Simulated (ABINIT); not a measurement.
# Ta (Im-3m) in ABINIT: notebook

The runs below take Ta through band structure, equation of state, with PBEsol, PBEsol+D3(BJ).

Program: ABINIT 10.8.3 (patched build). These are calculated values, not measurements. Logs are shortened: lines on timing, memory, paths and dates and some standing lists are left out, and cuts for length are marked. The log counts tension as positive stress, the text compression.

**The experiment to reproduce.**

“Pressure effects on the electronic structure and superconductivity of (TaNb)0.67(HfZrTi)0.33 high entropy alloy”, 2019, arxiv:1910.08312 quotes, for a bulk crystal of Ta: bulk modulus 194 GPa.

How close the calculation comes is told below.

## 1. The crystal as given

The structure is cubic, space group Im-3m (No. 229). Conventional cell: a = 3.303 Å, b = 3.303 Å, c = 3.303 Å, α = 90.00°, β = 90.00°, γ = 90.00°. Ta (site symmetry m-3m) is surrounded by 8 Ta at 2.86 Å.

## 2. Band structure, PBEsol, spin-orbit coupling, no magnetisation

The input, run.abi:

```
# Datasets: ground state, then fixed potential
ndtset 2

# Pseudopotentials
pp_dirpath "./"
pseudos "Ta.GGA_PBE-JTH.xml"

# Structure
acell 3*1.0
rprim
    -3.1204669551     3.1204669551     3.1204669551
     3.1204669551    -3.1204669551     3.1204669551
     3.1204669551     3.1204669551    -3.1204669551
ntypat 1
znucl 73
natom 1
typat 1
xred
     0.0000000000     0.0000000000     0.0000000000

# Plane-wave basis
ecut 15.0
pawecutdg 30.0

# Exchange and correlation
ixc -116133

# Bands and occupations
occopt 3
tsmear 0.05 eV

# Spin
nspinor 2
nspden 1
pawspnorb 1

# SCF cycle
nstep 100

# Output
iomode 3
prtwf 0
prteig 0
prtebands 0
enunit 1
prtden1 1

# Dataset 1
kptopt1 4
ngkpt1 11 11 11
nshiftk1 1
shiftk1 0.0 0.0 0.0
nband1 22
tolvrs1 1.0e-9

# Dataset 2: bands along G-H-N-G-P-H
iscf2 -2
getden2 1
nband2 30
nbdbuf2 2
tolwfr2 1.0e-12
kptopt2 -5
ndivsm2 6
prteig2 1
kptbounds2
     0.0000000000     0.0000000000     0.0000000000
     0.5000000000    -0.5000000000     0.5000000000
     0.0000000000     0.0000000000     0.5000000000
     0.0000000000     0.0000000000     0.0000000000
     0.2500000000     0.2500000000     0.2500000000
     0.5000000000    -0.5000000000     0.5000000000
```

Potentials or basis: JTH PAW PBE v2.0.

Command:

```
abinit run.abi > log 2>&1
```

run.abo:

```text
.Version 10.8.3 of ABINIT
 DATASET    1 : space group I4 3 2 (#211); Bravais cI (body-center cubic)
================================================================================
 Values of the parameters that define the memory need for DATASET  1.
     intxc =       0    ionmov =       0      iscf =      17    lmnmax =      18
     lnmax =       6     mgfft =      20  mpssoang =       3    mqgrid =    3001
     natom =       1  nloc_mem =       2    nspden =       1   nspinor =       2
    nsppol =       1      nsym =      24    n1xccc =       1    ntypat =       1
    occopt =       3   xclevel =       2
       mpw =         358          nfft =        8000          nkpt =          66
 PAW method is used; the additional fine FFT grid is defined by:
   mgfftf=        30    nfftf =     27000
================================================================================
================================================================================

 DATASET    2 : space group I4 3 2 (#211); Bravais cI (body-center cubic)
================================================================================
 Values of the parameters that define the memory need for DATASET  2.
     intxc =       0    ionmov =       0      iscf =      -2    lmnmax =      18
     lnmax =       6     mgfft =      20  mpssoang =       3    mqgrid =    3001
     natom =       1  nloc_mem =       2    nspden =       1   nspinor =       2
    nsppol =       1      nsym =      24    n1xccc =       1    ntypat =       1
    occopt =       3   xclevel =       2
       mpw =         370          nfft =        8000          nkpt =          35
 PAW method is used; the additional fine FFT grid is defined by:
   mgfftf=        30    nfftf =     27000
================================================================================
================================================================================

--------------------------------------------------------------------------------
------------- Echo of variables that govern the present computation ------------
--------------------------------------------------------------------------------
 -outvars: echo values of preprocessed input variables --------
            acell      1.0000000000E+00  1.0000000000E+00  1.0000000000E+00 Bohr
              amu      1.80947900E+02
             ecut      1.50000000E+01 Hartree
           enunit           1
           getden1          0
           getden2          1
             iscf1         17
             iscf2         -2
                       outvar_i_n : Printing only first  50 k-points.
              ixc     -116133
           jdtset        1    2
                       outvar_i_n : Printing only first  50 k-points.
           kptopt1          4
           kptopt2         -5
         kptrlatt       11    0    0      0   11    0      0    0   11
          kptrlen1     5.94528804E+01
          kptrlen2     3.00000000E+01
            natom           1
            nband1         22
            nband2         30
           nbdbuf1          0
           nbdbuf2          2
           ndtset           2
           ndivsm1          0
           ndivsm2          6
            ngfft          20      20      20
          ngfftdg          30      30      30
             nkpt1         66
             nkpt2         35
          nspinor           2
            nstep         100
             nsym          24
           ntypat           1
                       prtocc : prtvol=0, do not print more k-points.
           occopt           3
        pawcpxocc           2
        pawecutdg      3.00000000E+01 Hartree
        pawspnorb           1
         pawxcdev           0
        prtebands           0
           prteig1          0
           prteig2          1
[... 236 lines left out ...]
         ecut(hartree)=     30.000   => boxcut(ratio)=   2.25121

 getcut : COMMENT -
  Note that boxcut > 2.2 ; recall that boxcut=Gcut(box)/Gcut(sphere) = 2
  is sufficient for exact treatment of convolution.
  Such a large boxcut is a waste : you could raise ecut
  e.g. ecut=   38.009472 Hartrees makes boxcut=2

--------------------------------------------------------------------------------

================================================================================
 Non-SCF case, kpt    1 (  0.00000  0.00000  0.00000), residuals and eigenvalues=
  1.20E-13  3.40E-13  2.97E-13  3.05E-13  2.21E-13  4.38E-13  3.68E-13  4.25E-13
  5.12E-13  9.51E-13  2.63E-13  5.37E-13  2.14E-13  5.06E-13  2.14E-13  6.66E-13
  3.38E-13  6.27E-13  3.05E-13  4.42E-13  1.69E-13  5.27E-13  4.30E-13  5.09E-13
  1.01E-13  4.60E-13  9.03E-13  7.39E-13  2.96E-07  4.95E-07
 -2.4331E+00 -2.4331E+00 -1.3823E+00 -1.3823E+00 -1.0854E+00 -1.0854E+00
 -1.0854E+00 -1.0854E+00 -2.5719E-01 -2.5719E-01  5.4585E-02  5.4585E-02
  5.4585E-02  5.4585E-02  7.0039E-02  7.0039E-02  1.8189E-01  1.8189E-01
  1.8189E-01  1.8189E-01  5.8603E-01  5.8603E-01  5.8603E-01  5.8603E-01
  5.8603E-01  5.8603E-01  9.9169E-01  9.9169E-01  9.9169E-01  9.9169E-01
 Non-SCF case, kpt    2 (  0.06250 -0.06250  0.06250), residuals and eigenvalues=
  2.76E-13  4.15E-13  5.09E-13  5.28E-13  2.78E-13  9.49E-13  4.56E-13  8.85E-13
  2.02E-13  3.46E-13  1.73E-13  8.30E-13  8.61E-14  3.21E-13  8.50E-13  9.04E-13
[... 323 lines left out ...]
 -1.1200E+00 -1.1200E+00 -9.8569E-02 -9.8569E-02 -9.7808E-02 -9.7808E-02
  1.9567E-01  1.9567E-01  2.6023E-01  2.6023E-01  2.6323E-01  2.6323E-01
  3.5402E-01  3.5402E-01  4.0170E-01  4.0170E-01  4.0854E-01  4.0854E-01
  6.5809E-01  6.5809E-01  8.6535E-01  8.6535E-01  8.6679E-01  8.6679E-01
 Non-SCF case, kpt   35 (  0.50000 -0.50000  0.50000), residuals and eigenvalues=
  1.59E-13  7.14E-13  1.61E-13  6.39E-13  1.96E-13  8.27E-13  1.50E-13  2.11E-13
  3.16E-13  5.72E-13  4.46E-13  5.75E-13  3.08E-13  5.36E-13  2.47E-13  6.92E-13
  1.35E-13  7.00E-13  3.11E-13  6.57E-13  4.26E-13  8.98E-13  4.66E-13  8.47E-13
  8.86E-13  5.27E-13  4.71E-13  4.22E-13  2.15E-08  3.11E-08
 -2.4257E+00 -2.4257E+00 -1.4024E+00 -1.4024E+00 -1.1222E+00 -1.1222E+00
 -1.1222E+00 -1.1222E+00 -1.0638E-01 -1.0638E-01 -1.0638E-01 -1.0638E-01
  2.7791E-01  2.7791E-01  2.7791E-01  2.7791E-01  3.0065E-01  3.0065E-01
  3.0251E-01  3.0251E-01  3.7878E-01  3.7878E-01  3.7878E-01  3.7878E-01
  6.0708E-01  6.0708E-01  8.8301E-01  8.8301E-01  8.8301E-01  8.8301E-01

--- !ResultsGS
iteration_state: {dtset: 2, }
comment   : Summary of ground state results
lattice_vectors:
- [ -3.1204670,   3.1204670,   3.1204670, ]
- [  3.1204670,  -3.1204670,   3.1204670, ]
- [  3.1204670,   3.1204670,  -3.1204670, ]
lattice_lengths: [   5.40481,    5.40481,    5.40481, ]
lattice_angles: [109.471, 109.471, 109.471, ] # degrees, (23, 13, 12)
lattice_volume:   1.2153987E+02
convergence: {deltae:  0.000E+00, res2:  0.000E+00, residm:  9.973E-13, diffor:  0.000E+00, }
etotal    :  -5.90617867E+01
entropy   :   0.00000000E+00
fermie    :   3.33139162E-02
cartesian_stress_tensor: null
pressure_GPa: null
xred      :
- [  0.0000E+00,   0.0000E+00,   0.0000E+00, Ta]
cartesian_forces: null
force_length_stats: {min: null, max: null, mean: null, }
...

 Integrated electronic density in atomic spheres:
 ------------------------------------------------
 Atom  Sphere_radius  Integrated_density
    1        2.41973         10.67412369

================================================================================

 ----iterations are completed or convergence reached----

 Mean square residual over all n,k,spin=   44.202E-14; max=  99.731E-14
 reduced coordinates (array xred) for    1 atoms
       0.000000000000      0.000000000000      0.000000000000

 cartesian coordinates (angstrom) at end:
    1      0.00000000000000     0.00000000000000     0.00000000000000
 length scales=  1.000000000000  1.000000000000  1.000000000000 bohr
              =  0.529177210544  0.529177210544  0.529177210544 angstroms
 Eigenvalues (   eV  ) for nkpt=  35  k points:
 kpt#   1, nband= 30, wtk=  1.00000, kpt=  0.0000  0.0000  0.0000 (reduced coord)
 -66.20697  -66.20697  -37.61456  -37.61456  -29.53509  -29.53509  -29.53509  -29.53509
  -6.99842   -6.99842    1.48534    1.48534    1.48534    1.48534    1.90585    1.90585
   4.94951    4.94951    4.94951    4.94951   15.94672   15.94672   15.94672   15.94672
  15.94672   15.94672   26.98527   26.98527   26.98528   26.98529
 kpt#   2, nband= 30, wtk=  1.00000, kpt=  0.0625 -0.0625  0.0625 (reduced coord)
 -66.19883  -66.19883  -37.64173  -37.64173  -29.60656  -29.60656  -29.57321  -29.57321
  -6.64811   -6.64811    1.43617    1.43617    1.55236    1.55236    1.95597    1.95597
   4.38124    4.38124    5.14440    5.14440   16.54957   16.54957   16.55128   16.55128
  16.58758   16.58758   23.47743   23.47743   27.47185   27.69466
 kpt#   3, nband= 30, wtk=  1.00000, kpt=  0.1250 -0.1250  0.1250 (reduced coord)
 -66.17479  -66.17479  -37.71513  -37.71513  -29.78768  -29.78768  -29.67980  -29.67980
  -5.66582   -5.66582    1.37910    1.37910    1.61304    1.61304    2.29984    2.29984
   3.08648    3.08648    5.64310    5.64310   18.01926   18.01926   18.20659   18.20659
  18.26762   18.26762   19.39052   19.39052   26.63560   26.63561
 kpt#   4, nband= 30, wtk=  1.00000, kpt=  0.1875 -0.1875  0.1875 (reduced coord)
 -66.13955  -66.13955  -37.81738  -37.81738  -30.01659  -30.01659  -29.83938  -29.83938
[... 144 lines left out ...]
 -66.02890  -66.02890  -38.10858  -38.10858  -30.56821  -30.56821  -30.32686  -30.32686
  -2.09282   -2.09282   -2.01303   -2.01303    2.49346    2.49346    6.07264    6.07264
   6.29430    6.29430   10.71878   10.71878   11.66268   11.66268   12.05847   12.05847
  20.88665   20.88665   22.48143   22.48143   22.59087   22.59087
 kpt#  34, nband= 30, wtk=  1.00000, kpt=  0.4643 -0.3929  0.4643 (reduced coord)
 -66.01267  -66.01267  -38.14538  -38.14538  -30.54608  -30.54608  -30.47759  -30.47759
  -2.68219   -2.68219   -2.66150   -2.66150    5.32439    5.32439    7.08122    7.08122
   7.16274    7.16274    9.63346    9.63346   10.93070   10.93070   11.11688   11.11688
  17.90762   17.90762   23.54748   23.54748   23.58650   23.58650
 kpt#  35, nband= 30, wtk=  1.00000, kpt=  0.5000 -0.5000  0.5000 (reduced coord)
 -66.00694  -66.00694  -38.16011  -38.16011  -30.53680  -30.53680  -30.53680  -30.53680
  -2.89484   -2.89484   -2.89484   -2.89484    7.56227    7.56227    7.56227    7.56227
   8.18123    8.18123    8.23171    8.23171   10.30700   10.30700   10.30700   10.30700
  16.51945   16.51945   24.02788   24.02788   24.02788   24.02788

== END DATASET(S) ==============================================================
================================================================================

 -outvars: echo values of variables after computation  --------
            acell      1.0000000000E+00  1.0000000000E+00  1.0000000000E+00 Bohr
           etotal1    -5.9061786689E+01
            fcart1    -0.0000000000E+00 -0.0000000000E+00 -0.0000000000E+00
            rprim     -3.1204669551E+00  3.1204669551E+00  3.1204669551E+00
                       3.1204669551E+00 -3.1204669551E+00  3.1204669551E+00
                       3.1204669551E+00  3.1204669551E+00 -3.1204669551E+00
           strten1     2.0497642785E-04  2.0497642785E-04  2.0497642785E-04
                       0.0000000000E+00  0.0000000000E+00  0.0000000000E+00
 Calculation completed.
```

It took 45 s on 1 thread of Arm Neoverse V1, shared host; peak memory 0.12 GiB.

Results:

```yaml
Free_energy: -1607.1531 eV
Band_gap_on_the_k_mesh: none (metal or under the smearing width)
Valence_electrons_inside_the_program's_atomic_spheres: Ta 10.67 (radii [1.2805] Å)
```

Levels at the corners of the path, in eV from the Fermi level:
| point | band 8 | band 9 | band 10 | band 11 | band 12 | band 13 | band 14 | band 15 | band 16 | band 17 |
| --- | --- | --- | --- | --- | --- | --- | --- | --- | --- | --- |
| Γ | -30.44 | -7.90 | -7.90 | 0.58 | 0.58 | 0.58 | 0.58 | 1.00 | 1.00 | 4.04 |
| H | -31.44 | -3.80 | -3.80 | -3.80 | -3.80 | 6.66 | 6.66 | 6.66 | 6.66 | 7.27 |
| N | -30.66 | -4.38 | -4.38 | -1.55 | -1.55 | 1.64 | 1.64 | 3.87 | 3.87 | 4.92 |
| Γ | -30.44 | -7.90 | -7.90 | 0.58 | 0.58 | 0.58 | 0.58 | 1.00 | 1.00 | 4.04 |
| P | -31.18 | -1.59 | -1.59 | -1.02 | -1.02 | -1.02 | -1.02 | 5.09 | 5.09 | 5.09 |
| H | -31.44 | -3.80 | -3.80 | -3.80 | -3.80 | 6.66 | 6.66 | 6.66 | 6.66 | 7.27 |

Caveat: the cutoff is too short for stress, so the log's stress isn't used; the PAW data sets were made with another functional, which shifts forces and pressure a little.

## 3. Equation of state, PBEsol+D3(BJ)

The input, run.py:

```python
import json, os
import numpy as np
from ase.eos import EquationOfState
from ase.units import GPa
from ase.calculators.mixing import SumCalculator
from dftd3.ase import DFTD3
from ase.calculators.abinit import Abinit, AbinitProfile
from ase import Atoms

atoms = Atoms(['Ta'],
              cell=[[-1.65128, 1.65128, 1.65128], [1.65128, -1.65128, 1.65128], [1.65128, 1.65128, -1.65128]],
              scaled_positions=[[0.0, 0.0, 0.0]],
              pbc=True)

profile = AbinitProfile(command='abinit', pp_paths=[os.path.abspath('pseudos')])
params = dict(
    pps='pawxml', xc='PBE',
    ecut=408.1708,
    pawecutdg=816.3416,
    kptopt=1,
    ngkpt=[11, 11, 11],
    nshiftk=1,
    shiftk=[0.0, 0.0, 0.0],
    ixc=-116133,
    nband=11,
    occopt=3,
    tsmear=0.05,
    nstep=100,
    tolvrs=1e-09,
    prtwf=0,
    prtden=0,
)

cell0 = atoms.cell.copy()
volumes, energies = [], []
for i, x in enumerate([0.94, 0.96, 0.98, 1.0, 1.02, 1.04, 1.06]):
    atoms.set_cell(cell0 * x ** (1 / 3), scale_atoms=True)
    atoms.calc = SumCalculator([Abinit(profile=profile, directory=f'v{i}', **params), DFTD3(method='pbesol', damping='d3bj')])
    volumes.append(atoms.get_volume() / len(atoms))
    dft, disp = atoms.calc.mixer.calcs
    energies.append((dft.get_property('free_energy', atoms) + disp.get_property('energy', atoms)) / len(atoms))
    print(f'{x:5.2f} {volumes[-1]:10.5f} A^3/atom {energies[-1]:14.6f} eV/atom', flush=True)
    json.dump(dict(volumes=volumes, energies=energies), open('results.json', 'w'))
v0, e0, b0 = EquationOfState(volumes, energies, eos='vinet').fit()
print(f'V0 {v0:.4f} A^3/atom  E0 {e0:.6f} eV/atom  B0 {b0 / GPa:.2f} GPa')
```

Potentials or basis: JTH PAW PBE v2.0.

Command:

```
python run.py
```

It took 64 s on 1 thread of Arm Neoverse V1, shared host; peak memory 0.12 GiB.

Results (log left out):

```
Equilibrium volume                      : 17.09 Å³/atom
Bulk modulus                            : 215 GPa
Pressure derivative of the bulk modulus : 3.0 (rough: it moves with the points fitted)
```

Energy against volume, from the lowest point:
```
volume (Å³/atom)  energy (meV/atom)
          16.930               0.00
          17.290               0.92
          17.650              10.57
          18.010              30.12
          18.371              57.76
          18.731              92.17
          19.091             134.26
```

Caveat: the cutoff is too short for stress, so the log's stress isn't used; pressures at fixed basis lie under the slope of the energies; the log and the count of SCF iterations are those of the last ABINIT call alone; the PAW data sets were made with another functional, which shifts forces and pressure a little. Spin-orbit coupling is left out, which matters for the levels of Ta.

## 4. How close it comes

Step 3. Measured bulk modulus of Ta: 194 GPa (quoted in “Pressure effects on the electronic structure and superconductivity of (TaNb)0.67(HfZrTi)0.33 high entropy alloy”, 2019, arxiv:1910.08312). This calculation gives 215 GPa (+10.6 %). The fit is for a static lattice scaled at fixed shape and fixed fractional positions.
